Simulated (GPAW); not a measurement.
Input of a GPAW 26.7.0 run:

Contents of run.py:

```python
import spglib
from ase import Atoms
from ase.calculators.mixing import SumCalculator
from ase.eos import EquationOfState
from ase.io import Trajectory, read
from ase.units import GPa
from dftd3.ase import DFTD3
from gpaw import GPAW, PW

atoms = read('NiO.cif')
cell, positions, numbers = spglib.find_primitive(
    (atoms.cell[:], atoms.get_scaled_positions(), atoms.numbers), symprec=1e-4)
atoms = Atoms(numbers, cell=cell, scaled_positions=positions, pbc=True)
atoms.set_initial_magnetic_moments([1.0, 0.0])

traj = Trajectory('eos.traj', 'w')
volumes, energies = [], []
for x in [0.94, 0.96, 0.98, 1.0, 1.02, 1.04, 1.06]:
    a = atoms.copy()
    a.set_cell(atoms.cell * x**(1 / 3), scale_atoms=True)
    calc = GPAW(mode=PW(800),
                xc='MGGA_X_REVTPSS+MGGA_C_REVTPSS',
                kpts={'size': (8, 8, 8), 'gamma': True},
                occupations={'name': 'fermi-dirac', 'width': 0.05},
                nbands=22,
                convergence={'density': 1e-05, 'energy': 1e-05},
                eigensolver='davidson',
                maxiter=150,
                txt=f'eos-{x:.2f}.txt')
    a.calc = SumCalculator([calc, DFTD3(method='revtpss', damping='d3zero')])
    energies.append(a.get_potential_energy())
    volumes.append(a.get_volume())
    p = -a.get_stress()[:3].mean() / GPa
    calc.write(f'eos-{x:.2f}.gpw')
    traj.write(a)
    print(f'{x:.2f} {volumes[-1]:10.4f} A^3 {energies[-1]:14.6f} eV {p:9.3f} GPa', flush=True)

v0, e0, B = EquationOfState(volumes, energies, eos='birchmurnaghan').fit()
print(f'V0 = {v0:.4f} A^3, E0 = {e0:.6f} eV, B0 = {B / GPa:.2f} GPa')
```

The input NiO.cif:

```cif
data_NiO
_cell_length_a 4.17180328
_cell_length_b 4.17180328
_cell_length_c 4.17180328
_cell_angle_alpha 90.00000000
_cell_angle_beta 90.00000000
_cell_angle_gamma 90.00000000
_space_group_name_H-M_alt 'Fm-3m'
_space_group_name_Hall '-F 4 2 3'
_space_group_IT_number 225
loop_
_space_group_symop_operation_xyz
'x,y,z'
'-x,-y,-z'
'-y,x,z'
'y,-x,-z'
'-x,-y,z'
'x,y,-z'
'y,-x,z'
'-y,x,-z'
'x,-y,-z'
'-x,y,z'
'-y,-x,-z'
'y,x,z'
'-x,y,-z'
'x,-y,z'
'y,x,-z'
'-y,-x,z'
'z,x,y'
'-z,-x,-y'
'z,-y,x'
'-z,y,-x'
'z,-x,-y'
'-z,x,y'
'z,y,-x'
'-z,-y,x'
'-z,x,-y'
'z,-x,y'
'-z,-y,-x'
'z,y,x'
'-z,-x,y'
'z,x,-y'
'-z,y,x'
'z,-y,-x'
'y,z,x'
'-y,-z,-x'
'x,z,-y'
'-x,-z,y'
'-y,z,-x'
'y,-z,x'
'-x,z,y'
'x,-z,-y'
'-y,-z,x'
'y,z,-x'
'-x,-z,-y'
'x,z,y'
'y,-z,-x'
'-y,z,x'
'x,-z,y'
'-x,z,-y'
'x,y+1/2,z+1/2'
'-x,-y+1/2,-z+1/2'
'-y,x+1/2,z+1/2'
'y,-x+1/2,-z+1/2'
'-x,-y+1/2,z+1/2'
'x,y+1/2,-z+1/2'
'y,-x+1/2,z+1/2'
'-y,x+1/2,-z+1/2'
'x,-y+1/2,-z+1/2'
'-x,y+1/2,z+1/2'
'-y,-x+1/2,-z+1/2'
'y,x+1/2,z+1/2'
'-x,y+1/2,-z+1/2'
[... 41 lines left out ...]
'y+1/2,-x,z+1/2'
'-y+1/2,x,-z+1/2'
'x+1/2,-y,-z+1/2'
'-x+1/2,y,z+1/2'
'-y+1/2,-x,-z+1/2'
'y+1/2,x,z+1/2'
'-x+1/2,y,-z+1/2'
'x+1/2,-y,z+1/2'
'y+1/2,x,-z+1/2'
'-y+1/2,-x,z+1/2'
'z+1/2,x,y+1/2'
'-z+1/2,-x,-y+1/2'
'z+1/2,-y,x+1/2'
'-z+1/2,y,-x+1/2'
'z+1/2,-x,-y+1/2'
'-z+1/2,x,y+1/2'
'z+1/2,y,-x+1/2'
'-z+1/2,-y,x+1/2'
'-z+1/2,x,-y+1/2'
'z+1/2,-x,y+1/2'
'-z+1/2,-y,-x+1/2'
'z+1/2,y,x+1/2'
'-z+1/2,-x,y+1/2'
'z+1/2,x,-y+1/2'
'-z+1/2,y,x+1/2'
'z+1/2,-y,-x+1/2'
'y+1/2,z,x+1/2'
'-y+1/2,-z,-x+1/2'
'x+1/2,z,-y+1/2'
'-x+1/2,-z,y+1/2'
'-y+1/2,z,-x+1/2'
'y+1/2,-z,x+1/2'
'-x+1/2,z,y+1/2'
'x+1/2,-z,-y+1/2'
'-y+1/2,-z,x+1/2'
'y+1/2,z,-x+1/2'
'-x+1/2,-z,-y+1/2'
'x+1/2,z,y+1/2'
'y+1/2,-z,-x+1/2'
'-y+1/2,z,x+1/2'
'x+1/2,-z,y+1/2'
'-x+1/2,z,-y+1/2'
'x+1/2,y+1/2,z'
'-x+1/2,-y+1/2,-z'
'-y+1/2,x+1/2,z'
'y+1/2,-x+1/2,-z'
'-x+1/2,-y+1/2,z'
'x+1/2,y+1/2,-z'
'y+1/2,-x+1/2,z'
'-y+1/2,x+1/2,-z'
'x+1/2,-y+1/2,-z'
'-x+1/2,y+1/2,z'
'-y+1/2,-x+1/2,-z'
'y+1/2,x+1/2,z'
'-x+1/2,y+1/2,-z'
'x+1/2,-y+1/2,z'
'y+1/2,x+1/2,-z'
'-y+1/2,-x+1/2,z'
'z+1/2,x+1/2,y'
'-z+1/2,-x+1/2,-y'
'z+1/2,-y+1/2,x'
'-z+1/2,y+1/2,-x'
'z+1/2,-x+1/2,-y'
'-z+1/2,x+1/2,y'
'z+1/2,y+1/2,-x'
'-z+1/2,-y+1/2,x'
'-z+1/2,x+1/2,-y'
'z+1/2,-x+1/2,y'
'-z+1/2,-y+1/2,-x'
'z+1/2,y+1/2,x'
'-z+1/2,-x+1/2,y'
'z+1/2,x+1/2,-y'
'-z+1/2,y+1/2,x'
'z+1/2,-y+1/2,-x'
'y+1/2,z+1/2,x'
'-y+1/2,-z+1/2,-x'
'x+1/2,z+1/2,-y'
'-x+1/2,-z+1/2,y'
'-y+1/2,z+1/2,-x'
'y+1/2,-z+1/2,x'
'-x+1/2,z+1/2,y'
'x+1/2,-z+1/2,-y'
'-y+1/2,-z+1/2,x'
'y+1/2,z+1/2,-x'
'-x+1/2,-z+1/2,-y'
'x+1/2,z+1/2,y'
'y+1/2,-z+1/2,-x'
'-y+1/2,z+1/2,x'
'x+1/2,-z+1/2,y'
'-x+1/2,z+1/2,-y'
loop_
_atom_site_label
_atom_site_type_symbol
_atom_site_symmetry_multiplicity
_atom_site_Wyckoff_symbol
_atom_site_fract_x
_atom_site_fract_y
_atom_site_fract_z
_atom_site_occupancy
Ni1 Ni 4 a 0.0000000000 0.0000000000 0.0000000000 1
O1 O 4 b 0.5000000000 0.0000000000 0.0000000000 1
```

Potentials or basis: GPAW PAW data sets (gpaw-data 1.2.1), pw.

Run with:

```console
$ OMP_NUM_THREADS=1 python run.py
```

Q: What does it give for the equilibrium volume?

A: 9.20 Å³/atom (rough: see the caveat).

Q: Estimate the bulk modulus.

A: 240 GPa (rough).

Energy against volume, from the lowest point:
| volume (Å³/atom) | energy (meV/atom) |
| --- | --- |
| 8.531 | 40.87 |
| 8.713 | 21.18 |
| 8.894 | 7.89 |
| 9.076 | 0.99 |
| 9.257 | 0.00 |
| 9.439 | 4.20 |
| 9.620 | 12.91 |

Caveat: the points scatter about the fit; the PAW data sets were made with another functional, which shifts forces and pressure a little.
